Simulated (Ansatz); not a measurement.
Bi2Te2Se:

```xyz
5
Lattice="2.1610 1.2476 10.5856 -2.1610 1.2476 10.5856 0.0000 -2.4953 10.5856" Properties=species:S:1:pos:R:3 pbc="T T T"
Bi    0.0000    0.0000   12.4398
Bi    0.0000    0.0000   19.3169
Te    0.0000    0.0000   24.7831
Te    0.0000    0.0000    6.9736
Se    0.0000    0.0000    0.0000
```

The cell is a database's computed one.

- Program: Ansatz 0.2.0
- Task: relaxation of cell and atoms
- Functional: PBE
- Dispersion: D3(BJ)
- Potentials or basis: Ansatz PAW
- Cutoff: 420 eV (not typed: the program's choice for these potentials)
- k mesh: 7 × 7 × 7
- Occupations: fermi-dirac, width 0.05 eV
- Spin: no spin polarisation

At the start: volume 34.25 Å³/atom.

Question: How do energy, volume and symmetry change on relaxing?

Answer: It ends after 7 steps and the volume is 31.74 Å³/atom (-7.3 %); space group R-3m (No. 166, to 0.05 Å).

The path:
```
step  energy change (eV)  largest force (eV/Å)  volume (Å³)
   1              0.0000                0.1291       171.24
   2             -0.0635                0.1420       159.45
   3             -0.0826                0.0157       157.83
   4             -0.0880                0.0401       158.99
   5             -0.0884                0.0090       158.38
   6             -0.0885                0.0008       158.69
   7             -0.0866                0.0010       158.69
```

Final structure:
```
Bi Te Se
1.0
     2.14905    1.24076    9.91887
    -2.14905    1.24076    9.91887
     0.00000   -2.48151    9.91887
Bi Te Se
2 2 1
Direct
  0.39492 0.39492 0.39492
  0.60508 0.60508 0.60508
  0.78784 0.78784 0.78784
  0.21216 0.21216 0.21216
  0.00000 0.00000 0.00000
```

Caveat: the plane-wave basis is chosen anew once the cell has moved, so the energies of steps on either side of that aren't comparable.
